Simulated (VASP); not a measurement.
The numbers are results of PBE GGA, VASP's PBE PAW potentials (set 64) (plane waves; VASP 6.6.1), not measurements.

A VASP calculation is set up with these files.

**INCAR**
```
SYSTEM = Li2O
PREC = Normal; ENCUT = 500; LREAL = .False.
LASPH = .True.; NBANDS = 132
EDIFF = 1E-8; NELM = 1; ALGO = Exact
ISMEAR = 0; SIGMA = 0.01
GGA = PE
LWAVE = .True.; LCHARG = .False.
LOPTICS = .True.
```

File KPOINTS:
```
Automatic mesh
0
Gamma
5 5 5
0 0 0
```

File POSCAR:
```
Li2O
1
    0.0000000000     2.3268550000     2.3268550000
    2.3268550000     0.0000000000     2.3268550000
    2.3268550000     2.3268550000     0.0000000000
Li O
2 1
Direct
  0.7500000000   0.7500000000   0.7500000000
  0.2500000000   0.2500000000   0.2500000000
  0.0000000000   0.0000000000   0.0000000000
```

POTCAR, in this order: Li_sv_GW O_GW_new (PBE.64 set). Program: vasp_std. Read from the step before: WAVECAR.

What VASP printed:

**OSZICAR**
```
       N       E                     dE             d eps       ncg     rms          rms(c)
DIA:   1    -0.179027867979E+02   -0.17903E+02    0.00000E+00     0   0.000E+00
   1 F= -.17902787E+02 E0= -.17902787E+02  d E =0.000000E+00
 imaginary and real dielectric function
```

### OUTCAR
```
 val. band max:        0.9720651892   @ k =   0.0000   0.0000   0.0000

 cond. band min:       6.0671366027   @ k =   0.0000   0.0000   0.0000



 k-point     1 :       0.0000    0.0000    0.0000
  band No.  band energies     occupation
      1     -42.0345      2.00000
      2     -41.7303      2.00000
      3     -14.4327      2.00000
      4       0.9715      2.00000
      5       0.9721      2.00000
      6       0.9721      2.00000
      7       6.0671      0.00000
      8      12.7668      0.00000
      9      12.7672      0.00000
     10      12.7672      0.00000
     11      19.7331      0.00000
     12      19.7333      0.00000
     13      19.7333      0.00000
     14      22.0804      0.00000
     15      22.0804      0.00000
     16      28.2435      0.00000
     17      28.3387      0.00000
     18      28.3393      0.00000
     19      28.3393      0.00000
     20      32.5180      0.00000
     21      46.7520      0.00000
     22      46.7520      0.00000
     23      46.7520      0.00000
     24      48.9186      0.00000
     25      48.9186      0.00000
     26      50.3585      0.00000
     27      50.3585      0.00000
     28      50.3590      0.00000
     29      52.2018      0.00000
     30      52.2018      0.00000
     31      52.2020      0.00000
     32      58.0374      0.00000
     33      58.0374      0.00000
     34      58.0381      0.00000
     35      58.0630      0.00000
     36      66.7290      0.00000
     37      66.7290      0.00000
     38      67.3144      0.00000
     39      67.3144      0.00000
     40      68.3919      0.00000
     41      68.3919      0.00000
     42      68.3921      0.00000
     43      69.3305      0.00000
     44      69.3305      0.00000
     45      69.3305      0.00000
     46      70.5289      0.00000
     47      71.3407      0.00000
     48      71.3407      0.00000
     49      71.3415      0.00000
     50      71.3473      0.00000
     51      71.3473      0.00000
     52      71.3475      0.00000
...
```

The density is held fixed in this step, so its total energy and stress have no physical meaning.

The structure comes from a computed database's Li2O entry (Fm-3m); how it stands against other phases isn't given here. The cell was not relaxed at this level. The k-mesh is coarse (spacing up to 0.47 per Å, 2π included), so the numbers may not be converged in it.
